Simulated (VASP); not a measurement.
**CaF2 (Fluorite): relaxation of the atoms with LDA**

CaF2 (Fluorite):

```
CELL_PARAMETERS angstrom
0.00000 2.68500 2.68500
2.68500 0.00000 2.68500
2.68500 2.68500 0.00000
ATOMIC_POSITIONS crystal
Ca 0.00000 0.00000 0.00000
F 0.25000 0.25000 0.25000
F 0.75000 0.75000 0.75000
```

The cell isn't the ideal one: a relaxed cell with its volume scaled by 1.02.

- Program: VASP 6.6.1
- Task: relaxation of the atoms
- Functional: LDA
- Potentials or basis: VASP PAW LDA potentials, release 64 (Ca_sv, F)
- Cutoff: 600 eV
- k mesh: 8 × 8 × 8
- Occupations: gaussian, width 0.03 eV
- Spin: no spin polarisation
- Further INCAR settings: ALGO = Fast; EDIFF = 1e-07; IBRION = 2; EDIFFG = -0.01; NSW = 40

| Quantity | Value |
| --- | --- |
| Pressure after relaxing | -2.0 GPa |
| Band gap on the k mesh | 7.21 eV, indirect (least direct gap 7.48 eV) |

Final structure:
```cif
data_structure
_symmetry_space_group_name_H-M 'P 1'
_symmetry_Int_Tables_number 1
_cell_length_a 3.7972
_cell_length_b 3.7972
_cell_length_c 3.7972
_cell_angle_alpha 60.000
_cell_angle_beta 60.000
_cell_angle_gamma 60.000
_cell_volume 38.71
loop_
_atom_site_label
_atom_site_type_symbol
_atom_site_fract_x
_atom_site_fract_y
_atom_site_fract_z
_atom_site_occupancy
Ca1 Ca 0.00000 0.00000 0.00000 1
F1 F 0.25000 0.25000 0.25000 1
F2 F 0.75000 0.75000 0.75000 1
```

Levels at points of the mesh, in eV from the valence-band top:
```tsv
k point	band 9	band 10	band 11	band 12	band 13	band 14	band 15	band 16
(0.00, 0.00, 0.00)	-2.34	-0.27	-0.27	-0.27	7.21	9.22	9.22	11.60
(0.50, 0.00, 0.00)	-1.39	-1.34	-0.88	-0.88	9.47	9.47	9.99	10.55
(0.50, 0.50, 0.00)	-1.75	-0.41	-0.41	0.00	8.01	9.72	10.28	11.17
```

Wall time 18 s on 1 thread of Intel(R) Xeon(R) 6975P-C (Granite Rapids), with other jobs on the host, peak memory 0.16 GiB.

Caveat: the relaxation stopped at its first step, so nothing moved. A k mesh can miss the band edges.
